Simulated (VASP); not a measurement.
# KI (Fm-3m) in VASP: a series of runs

The runs below take KI through single point, with PBE.

All numbers are computed with VASP 6.6.1; they aren't measurements. Logs are shortened: lines on timing, memory, paths and dates and some standing lists are left out, and cuts for length are marked.

## Step 1: Starting point

The structure is cubic, space group Fm-3m (No. 225). Conventional cell: a = 7.066 Å, b = 7.066 Å, c = 7.066 Å, α = 90.00°, β = 90.00°, γ = 90.00°. I (site symmetry m-3m) is surrounded by 6 K at 3.53 Å. K (site symmetry m-3m) is surrounded by 6 I at 3.53 Å.

## Step 2: Single point, PBE

The input, INCAR:

```
PREC = Normal
ENCUT = 550
EDIFF = 1E-6
ISMEAR = 0
SIGMA = 0.05
LREAL = False
LASPH = True
NELM = 100
ALGO = Normal
ISIF = 2
LWAVE = False
LCHARG = False
GGA = PE
NBANDS = 15
ADDGRID = False
```

The input, KPOINTS:

```
regular mesh
0
Gamma
  8 8 8
```

The input, POSCAR:

```
KI
1.0
    0.0000000000      3.5327750000      3.5327750000
    3.5327750000      0.0000000000      3.5327750000
    3.5327750000      3.5327750000      0.0000000000
I K
1 1
Direct
    0.5000000000      0.5000000000      0.5000000000
    0.0000000000      0.0000000000      0.0000000000
```

Potentials or basis: VASP PAW PBE potentials, release 64 (I, K_sv).

The run is started by

```bash
$ cat potpaw_PBE.64/I/POTCAR potpaw_PBE.64/K_sv/POTCAR > POTCAR
$ mpirun -np 1 vasp_std > vasp.out
```

OUTCAR:

```text
PREC = Normal
   ENCUT = 550
   EDIFF = 1E-6
   ISMEAR = 0
   LREAL = False
   LASPH = True
   NELM = 100
   ISIF = 2
   GGA = PE

 Found     29 irreducible k-points:

 Following reciprocal coordinates:
            Coordinates               Weight
  0.000000  0.000000  0.000000      1.000000
  0.125000  0.000000  0.000000      8.000000
  0.250000  0.000000  0.000000      8.000000
  0.375000  0.000000  0.000000      8.000000
  0.500000  0.000000  0.000000      4.000000
  0.125000  0.125000  0.000000      6.000000
   k-points           NKPTS =     29   k-points in BZ     NKDIM =     29   number of bands    NBANDS=     15
   number of dos      NEDOS =    301   number of ions     NIONS =      2
   total plane-waves  NPLWV =  27000
   dimension x,y,z NGX =    30 NGY =   30 NGZ =   30
   dimension x,y,z NGXF=    60 NGYF=   60 NGZF=   60
   ions per type =               1   1
   NGX,Y,Z   is equivalent  to a cutoff of   9.98,  9.98,  9.98 a.u.
   NGXF,Y,Z  is equivalent  to a cutoff of  19.97, 19.97, 19.97 a.u.
 SYSTEM =  unknown system
   PREC   = normal    normal or accurate (medium, high low for compatibility)
   ISTART =      0    job   : 0-new  1-cont  2-samecut
   ICHARG =      2    charge: 1-file 2-atom 10-const
   ISPIN  =      1    spin polarized calculation?
   LNONCOLLINEAR =      F non collinear calculations
   LSORBIT =      F    spin-orbit coupling
   LASPH  =      T    aspherical Exc in radial PAW
   ENCUT  =  550.0 eV  40.42 Ry    6.36 a.u.   9.55  9.55  9.55*2*pi/ulx,y,z
   NELM   =    100;   NELMIN=  2; NELMDL= -5     # of ELM steps
   EDIFF  = 0.1E-05   stopping-criterion for ELM
   LREAL  =      F    real-space projection
   EDIFFG = 0.1E-04   stopping-criterion for IOM
   NSW    =      0    number of steps for IOM
   IBRION =     -1    ionic relax: 0-MD 1-quasi-New 2-CG
   NFREE  =      0    steps in history (QN), initial steepest desc. (CG)
   ISIF   =      2    stress and relaxation
   ISYM   =      2    0-nonsym 1-usesym 2-fastsym
   POTIM  = 0.5000    time-step for ionic-motion
   TEBEG  =    0.0;   TEEND  =   0.0 temperature during run
   PSTRESS=    0.0 pullay stress
   NELECT =      16.0000    total number of electrons
   NUPDOWN=      -1.0000    fix difference up-down
   EMIN   =  10.00;   EMAX   =-10.00  energy-range for DOS
   EFERMI =   0.00;   METHOD = LEGACY
   ISMEAR =     0;   SIGMA  =   0.05  broadening in eV -4-tet -1-fermi 0-gaus
   EFERMI_NEDOS =   21; number of points for ismear=-14 and -15
   IALGO  =     38    algorithm
   IMIX   =      4    mixing-type and parameters
     AMIX     =   0.40;   BMIX     =  1.00
     AMIX_MAG =   1.60;   BMIX_MAG =  1.00
  volume/ion in A,a.u.               =      44.09       297.54
  Fermi-wavevector in a.u.,A,eV,Ry     =   0.926806  1.751409 11.686988  0.858969
  Thomas-Fermi vector in A             =   2.052808
   LORBIT       =      0    0 simple, 1 ext, 2 COOP (PROOUT), +10 PAW based schemes
   GGA     = PE    functional components
   LHFCALC =     F    Hartree Fock is set to
   AEXX    =    0.0000 exact exchange contribution
   IVDW    =     0    specifies the selected vdW correction
   LEPSILON=     F    determine dielectric tensor
   LRPA    =     F    only Hartree local field effects (RPA)
 non-spin polarized calculation
 Gauss-broadening in eV      SIGMA  =   0.05
  energy-cutoff  :      550.00
  volume of cell :       88.18
 maximum number of plane-waves:      2637
   NGX = 19   NGY = 19   NGZ = 19

 number of electron      16.0000001 magnetization

 Free energy of the ion-electron system (eV)
  ---------------------------------------------------
  ext. energy  EPLUGINS =         0.00000000
  ---------------------------------------------------
  free energy    TOTEN  =        -5.55644928 eV

  energy without entropy =       -5.55644928  energy(sigma->0) =       -5.55644928

 E-fermi :  -0.1369     XC(G=0):  -7.1780

 val. band max:       -0.4158727096   @ k =   0.0000   0.0000   0.0000
 cond. band min:       3.5467426813   @ k =   0.0000   0.0000   0.0000
 fundamental gap:      3.9626153909
 Fermi energy:        -0.1368721689

 k-point     1 :       0.0000    0.0000    0.0000
  band No.  band energies     occupation
      1     -28.9177      2.00000
      2     -12.4055      2.00000
      3     -12.4055      2.00000
      4     -12.4055      2.00000
      5     -10.9180      2.00000
      6      -0.4159      2.00000
      7      -0.4159      2.00000
      8      -0.4159      2.00000
      9       3.5467      0.00000
     10       6.0810      0.00000
     11       6.0810      0.00000
     12       6.0810      0.00000
     13       6.7983      0.00000
     14       6.7983      0.00000
     15       9.3716      0.00000

 k-point     2 :       0.1250    0.0000    0.0000
  band No.  band energies     occupation
      1     -28.9174      2.00000
      2     -12.4297      2.00000
      3     -12.4059      2.00000
      4     -12.4059      2.00000
      5     -10.8753      2.00000
      6      -0.6727      2.00000
      7      -0.4694      2.00000
      8      -0.4694      2.00000
      9       3.9286      0.00000
     10       6.0089      0.00000
     11       6.2494      0.00000
     12       6.2494      0.00000
     13       6.9773      0.00000
     14       6.9773      0.00000
     15       9.8985      0.00000
[... 41 lines left out ...]
      3     -12.4079      2.00000
      4     -12.4079      2.00000
      5     -10.6407      2.00000
      6      -1.7354      2.00000
      7      -0.7517      2.00000
      8      -0.7517      2.00000
      9       5.1067      0.00000
     10       7.2946      0.00000
     11       7.7281      0.00000
     12       7.7281      0.00000
     13       8.2889      0.00000
     14       8.2889      0.00000
     15       8.9089      0.00000

 k-point     6 :       0.1250    0.1250    0.0000
  band No.  band energies     occupation
      1     -28.9173      2.00000
      2     -12.4304      2.00000
      3     -12.4082      2.00000
      4     -12.4082      2.00000
      5     -10.8662      2.00000
      6      -0.7356      2.00000
      7      -0.4816      2.00000
      8      -0.4816      2.00000
      9       4.0269      0.00000
     10       5.7156      0.00000
     11       6.4545      0.00000
     12       6.4545      0.00000
     13       6.9033      0.00000
     14       7.1453      0.00000
     15      10.0399      0.00000

 [... further k-points ...]

------------------------ aborting loop because EDIFF is reached ----------------------------------------

  FORCE on cell =-STRESS in cart. coord.  units (eV):
  Direction    XX          YY          ZZ          XY          YZ          ZX
  --------------------------------------------------------------------------------------
  -------------------------------------------------------------------------------------
  Total        0.3428335      0.3428335      0.3428335      0.0000000     -0.0000000      0.0000000
  in kB        6.2289647      6.2289647      6.2289647      0.0000000     -0.0000000      0.0000000
  external PRESSURE =       6.2289647 kB  Pullay stress =       0.0000000 kB

 VOLUME and BASIS-vectors are now :
 -----------------------------------------------------------------------------
  energy-cutoff  :      550.00
  volume of cell :       88.18
      direct lattice vectors                 reciprocal lattice vectors
     0.000000000  3.532775000  3.532775000    -0.141531799  0.141531799  0.141531799
     3.532775000  0.000000000  3.532775000     0.141531799 -0.141531799  0.141531799
     3.532775000  3.532775000  0.000000000     0.141531799  0.141531799 -0.141531799

 POSITION                                       TOTAL-FORCE (eV/Angst)
 -----------------------------------------------------------------------------------
      3.53277      3.53277      3.53277         0.000000     -0.000000      0.000000
      0.00000      0.00000      0.00000        -0.000000      0.000000     -0.000000
 -----------------------------------------------------------------------------------
    total drift:                               -0.000000      0.000000      0.000000

  FREE ENERGIE OF THE ION-ELECTRON SYSTEM (eV)
  ---------------------------------------------------
  free  energy   TOTEN  =        -5.5564492848 eV

  energy  without entropy=       -5.5564492848  energy(sigma->0) =       -5.55644928
```

OSZICAR:

```text
N       E                     dE             d eps       ncg     rms          rms(c)
DAV:   1     0.924228966332E+02    0.92423E+02   -0.67273E+03   870   0.945E+02
DAV:   2     0.154441512430E+00   -0.92268E+02   -0.85943E+02  1108   0.215E+02
DAV:   3    -0.534216355922E+01   -0.54966E+01   -0.54704E+01  1188   0.458E+01
DAV:   4    -0.563532812436E+01   -0.29316E+00   -0.29307E+00  1436   0.910E+00
DAV:   5    -0.563713357655E+01   -0.18055E-02   -0.18054E-02  1208   0.822E-01    0.305E+00
DAV:   6    -0.555453311583E+01    0.82600E-01   -0.93801E-02  1143   0.178E+00    0.217E+00
DAV:   7    -0.555067134028E+01    0.38618E-02   -0.11263E-01  1178   0.169E+00    0.784E-01
DAV:   8    -0.555581688367E+01   -0.51455E-02   -0.11988E-02   948   0.712E-01    0.131E-01
DAV:   9    -0.555627943185E+01   -0.46255E-03   -0.87209E-04  1220   0.174E-01    0.769E-02
DAV:  10    -0.555639972925E+01   -0.12030E-03   -0.11729E-04  1067   0.584E-02    0.213E-02
DAV:  11    -0.555644946586E+01   -0.49737E-04   -0.62724E-05  1003   0.464E-02    0.186E-02
DAV:  12    -0.555644928476E+01    0.18110E-06   -0.26254E-06  1182   0.127E-02
   1 F= -.55564493E+01 E0= -.55564493E+01  d E =-.496393E-17
```

stdout:

```text
POSCAR found type information on POSCAR I K
 POSCAR found :  2 types and       2 ions
 scaLAPACK will be used
 LDA part: xc-table for (Slater+PW92), standard interpolation
 POSCAR, INCAR and KPOINTS ok, starting setup
 FFT: planning ... GRIDC
 FFT: planning ... GRID_SOFT
 FFT: planning ... GRID
 WAVECAR not read
 entering main loop
```

It took 20 s on 1 thread of Intel Xeon Platinum 8259CL at 2.50GHz (Skylake/Cascade Lake), shared host; peak memory 0.19 GiB.

The run converged, but some of its settings lie outside the range that counts as converged, so its numbers aren't taken as properties of the crystal.

Results:

| Item | Value |
| --- | --- |
| Free energy | -5.5564 eV |
| Pressure | 0.6 GPa |
| Band gap on the k mesh | 3.96 eV, direct |

Caveat: spin-orbit coupling is left out, which moves the levels of the heavy elements.

## Step 3: Single point, PBE

Changes to INCAR since step 2:

```diff
@@ -1,2 +1,2 @@
-PREC = Normal
+PREC = Accurate
 ENCUT = 550
@@ -5,3 +5,3 @@
 SIGMA = 0.05
-LREAL = False
+LREAL = Auto
 LASPH = True
```

KPOINTS is that of step 2.

POSCAR is that of step 2.

Potentials or basis: VASP PAW PBE potentials, release 64 (I, K_sv).

The run is started by

```bash
$ cat potpaw_PBE.64/I/POTCAR potpaw_PBE.64/K_sv/POTCAR > POTCAR
$ mpirun -np 1 vasp_std > vasp.out
```

It took 51 s on 1 thread of Intel Xeon Platinum 8259CL at 2.50GHz (Skylake/Cascade Lake), shared host; peak memory 0.24 GiB.

The run converged, but some of its settings lie outside the range that counts as converged, so its numbers aren't taken as properties of the crystal.

Results:

```
Free energy            : -5.5577 eV
Pressure               : 0.7 GPa
Band gap on the k mesh : 3.96 eV, direct
```

Caveat: spin-orbit coupling is left out, which moves the levels of the heavy elements.

## Step 4: Single point, PBE

Changes to INCAR since step 3:

```diff
@@ -2,6 +2,6 @@
 ENCUT = 550
-EDIFF = 1E-6
+EDIFF = 1E-4
 ISMEAR = 0
 SIGMA = 0.05
-LREAL = Auto
+LREAL = False
 LASPH = True
```

KPOINTS is that of step 3.

POSCAR is that of step 3.

The run is started by

```bash
$ cat potpaw_PBE.64/I/POTCAR potpaw_PBE.64/K_sv/POTCAR > POTCAR
$ mpirun -np 1 vasp_std > vasp.out
```

Wall time 30 s (1 thread of Intel Xeon Platinum 8259CL at 2.50GHz (Skylake/Cascade Lake), shared host); peak memory 0.25 GiB.

The run converged, but some of its settings lie outside the range that counts as converged, so its numbers aren't taken as properties of the crystal.

What came out:

```
Free energy            : -5.5564 eV
Pressure               : 0.6 GPa
Band gap on the k mesh : 3.96 eV, direct
```

Caveat: spin-orbit coupling is left out, which moves the levels of the heavy elements.

## Step 5: For comparison

An earlier run on the cell as given: functional PBE; potentials or basis VASP PAW PBE potentials, release 64 (I, K_sv); cutoff 520 eV; k mesh 7 × 7 × 7; occupations fermi-dirac, width 0.05 eV; no spin polarisation.

- Pressure: 0.6 GPa
- Band gap on the k mesh: 3.96 eV, direct
